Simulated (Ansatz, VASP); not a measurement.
## Al2Pt, level by level in two programs

```
Pt Al
1.0
     0.00000    2.97457    2.97457
     2.97457    0.00000    2.97457
     2.97457    2.97457    0.00000
Pt Al
1 2
Cartesian
  0.0000 0.0000 0.0000
  4.4619 4.4619 4.4619
  1.4873 1.4873 1.4873
```

Single points on this cell with VASP 6.6.1 and Ansatz 0.2.0. Each row is one pair of runs. Alike in all rows: spin: off; k mesh: 8 × 8 × 8; smearing: fermi-dirac, width 0.05 eV.

```tsv
level	VASP's potentials, cutoff	Ansatz's potentials, cutoff	gap on the k mesh at the Fermi level (eV), VASP	gap on the k mesh at the Fermi level (eV), Ansatz	pressure (GPa), VASP	pressure (GPa), Ansatz
r2SCAN	VASP PAW PBE potentials, release 64 (Pt, Al), 520 eV	Ansatz PAW, 500 eV	none	none	-3.3	-3.1
LDA	VASP PAW LDA potentials, release 64 (Pt, Al), 520 eV	Ansatz PAW, 420 eV	none	none	-6.0	-6.3
PBE	VASP PAW PBE potentials, release 64 (Pt, Al), 520 eV	Ansatz PAW, 420 eV	none	none	-0.3	-0.2
```

Pressure (GPa): the two programs differ by at most 0.33.

A gap of «none» marks a metal or a gap that the smearing closes.

Caveats: the PAW data sets were made with another functional, which shifts forces and pressure a little (VASP); the PAW data sets come from PBE, with cores solved anew for the run's functional, which leaves a small shift of forces and pressure (Ansatz).
